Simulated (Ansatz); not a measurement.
**What a trial cell of Bi relaxes into**

Computed with Ansatz 0.2.0, DFT PBE, scalar-relativistic, plane waves, PAW. Cutoff 420 eV, Γ-centred k mesh, Gaussian smearing, no spin polarisation in the final step.

The start puts Bi on the graphite structure type (P6_3/mmc, No. 194), at a guessed volume.

```
CELL_PARAMETERS angstrom
3.97386 0.00000 0.00000
-1.98693 3.44147 0.00000
0.00000 0.00000 10.82313
ATOMIC_POSITIONS crystal
Bi 0.00000 0.00000 0.25000
Bi 0.00000 0.00000 0.75000
Bi 0.33333 0.66667 0.75000
Bi 0.66667 0.33333 0.25000
```

Cell and atoms relax at zero pressure; the relaxation can't lower the symmetry of the start. After a coarse first stage the cell is made exact in the group found at 0.06 Å.

Energies count from the standard state of Bi at the same level.

(1) Which crystal results?

(2) What are its volume, energy, density and gap?

Answers

(1) It keeps P6_3/mmc (No. 194), but not the shape of the type it started on. Conventional cell: a = 5.404 Å, c = 6.492 Å. Bi on Wyckoff site b (2 atoms of the primitive cell) is coordinated by 5 Bi at 3.12–3.25 Å; around Bi on Wyckoff site d (2 atoms of the primitive cell) lie 3 Bi at 3.12 Å.

```cif
data_structure
_symmetry_space_group_name_H-M 'P6_3/mmc'
_symmetry_Int_Tables_number 194
_cell_length_a 5.4041
_cell_length_b 5.4041
_cell_length_c 6.4919
_cell_angle_alpha 90.000
_cell_angle_beta 90.000
_cell_angle_gamma 120.000
_cell_volume 164.19
loop_
_atom_site_label
_atom_site_type_symbol
_atom_site_symmetry_multiplicity
_atom_site_Wyckoff_symbol
_atom_site_fract_x
_atom_site_fract_y
_atom_site_fract_z
_atom_site_occupancy
Bi1 Bi 2 b 0.00000 0.00000 0.25000 1
Bi2 Bi 2 d 0.33333 0.66667 0.75000 1
```

(2) The volume per atom is 41.05 Å³ and the density is 8.45 g/cm³. The energy over the standard structure is 0.32 eV/atom. The gap on the 9×9×8 mesh is 0 eV (a metal).

The final run used a 9×9×8 mesh on its 4-atom cell and 0.10 eV smearing. For metals, differences of a few meV/atom aren't resolved. Spin–orbit coupling is left out. A structure relaxed within its symmetry needn't be a true minimum. The steps took roughly 120 core-seconds in all.